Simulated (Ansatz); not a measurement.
AlNi3:

```
Ni Al
1.0
     3.52305    0.00000    0.00000
     0.00000    3.52305    0.00000
     0.00000    0.00000    3.52305
Ni Al
3 1
Direct
  0.50000 0.50000 0.00000
  0.50000 0.00000 0.50000
  0.00000 0.50000 0.50000
  0.00000 0.00000 0.00000
```

The cell is a database's computed one.

Base run:

| Item | Value |
| --- | --- |
| Program | Ansatz 0.2.0 |
| Functional | PBE |
| Potentials or basis | Ansatz PAW |
| Cutoff | 420 eV (not typed: the program's choice for these potentials) |
| k mesh | 8 × 8 × 8 |
| Occupations | fermi-dirac, width 0.05 eV |
| Spin | no spin polarisation |

Its results: band gap on the k mesh none (metal or under the smearing width); pressure 7.1 GPa.

Problem. The run is repeated on the same cell with these changes: spin from no spin polarisation to collinear spin, random start. What comes out?

Solution. Band gap on the k mesh none (metal or under the smearing width); pressure 7.3 GPa; net moment 0.70 μB per cell; site moments Ni +0.26; Al -0.02 μB.

Caveats: the starting moments weren't kept (some runs).
